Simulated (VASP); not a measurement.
The system is BN.

```
N B
1.0
     0.00000    1.81300    1.81300
     1.81300    0.00000    1.81300
     1.81300    1.81300    0.00000
N B
1 1
Direct
  0.25000 0.25000 0.25000
  0.00000 0.00000 0.00000
```

The cell is a database's computed one.

A sound run:

```yaml
Program: VASP 6.6.1
Task: dielectric tensor
Functional: LDA
Potentials_or_basis: VASP PAW LDA potentials, release 64 (N, B)
Cutoff: 800 eV
k_mesh: 12 × 12 × 12
Occupations: gaussian, width 0.01 eV
Spin: no spin polarisation
```

It gives band gap on the k mesh 4.33 eV, indirect (least direct gap 8.64 eV).

Problem. What do these careless settings give instead: cutoff 460 eV in place of 800 eV; k mesh 7 × 7 × 7 in place of 12 × 12 × 12?

Solution. Band gap on the k mesh 4.59 eV, indirect (least direct gap 8.64 eV). The run converged, but these numbers show the error of the settings and aren't properties of the crystal.
